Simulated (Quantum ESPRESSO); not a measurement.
CoO, 2 atoms in the cell. Symmetry: R-3m, No. 166, trigonal system. Conventional cell: a = 3.011 Å, b = 3.011 Å, c = 7.320 Å, α = 90.00°, β = 90.00°, γ = 120.00°. Co (site symmetry -3m) has 6 O at 2.12 Å as nearest neighbours. O (site symmetry -3m) has 6 Co at 2.12 Å as nearest neighbours. The cell is a database's computed one.

```yaml
Program: Quantum ESPRESSO 7.5
Task: band structure
Functional: PBEsol
Potentials_or_basis: GBRV 1.5 PBEsol
Cutoff: 762 eV
Density_cutoff: 6095 eV
k_mesh: 11 × 11 × 11
Occupations: fermi-dirac, width 0.05 eV
Spin: collinear spin, ferromagnetic start
Starting_moments: "[2.0, 0.0] μB"
Mixing_beta: 0.3
Most_SCF_iterations: 120
SCF_threshold: 4e-10 Ry
```

Potentials or basis: GBRV 1.5 PBEsol.

The run is started by

```sh
$ OMP_NUM_THREADS=1 mpirun -n 2 pw.x -nk 2 -in pw.in > pw.out
$ OMP_NUM_THREADS=1 mpirun -n 2 pw.x -nk 2 -in bands.in > bands.out
```

Hardware: 2 MPI ranks on Arm Neoverse V2, on a shared host.

Task: Estimate the wall time of this run.

Result: Run time: 77 s on 2 MPI ranks on Arm Neoverse V2 (shared host), peak memory 0.26 GiB a rank. Counts: scf iterations 18, k pools 2, bands 21, k points 146, g dense 20701.
